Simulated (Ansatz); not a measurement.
Crystal: Ge.

```
Ge
1.0
     0.00000    2.82891    2.82891
     2.82891    0.00000    2.82891
     2.82891    2.82891    0.00000
Ge
2
Cartesian
  4.2434 4.2434 4.2434
  2.8289 2.8289 2.8289
```

- Program: Ansatz 0.2.0
- Task: relaxation of cell and atoms
- Functional: BLYP
- Dispersion: D3(BJ)
- Potentials or basis: Ansatz PAW
- Cutoff: 420 eV (not typed: the program's choice for these potentials)
- k mesh: 8 × 8 × 8
- Occupations: fermi-dirac, width 0.05 eV
- Spin: no spin polarisation

At the start: volume 22.64 Å³/atom.

How do energy, volume and symmetry change on relaxing?

It ends after 4 steps and the volume is 23.42 Å³/atom (+3.5 %); space group Fd-3m (No. 227, to 0.05 Å).

Step by step:
```tsv
step	energy change (eV)	largest force (eV/Å)	volume (Å³)
1	0.0000	0.0000	45.28
2	-0.0095	0.0000	46.45
3	-0.0101	0.0000	46.84
4	-0.0104	0.0000	46.84
```

Final structure:
```yaml
crystal:
  lattice:
    - [0.00000, 2.86109, 2.86109]
    - [2.86109, 0.00000, 2.86109]
    - [2.86109, 2.86109, 0.00000]
  atoms:
    - { symbol: Ge, position: [0.75000, 0.75000, 0.75000] }
    - { symbol: Ge, position: [0.50000, 0.50000, 0.50000] }
```

The cell as given is a measured one (22.64 Å³/atom); BLYP+D3(BJ) puts the equilibrium volume +3.5 % from it, thermal expansion not counted.

Caveat: the plane-wave basis is chosen anew once the cell has moved, so the energies of steps on either side of that aren't comparable; pairwise dispersion overbinds metals, which lowers pressure and volume; the PAW data sets come from PBE, with cores solved anew for the run's functional, which leaves a small shift of forces and pressure.
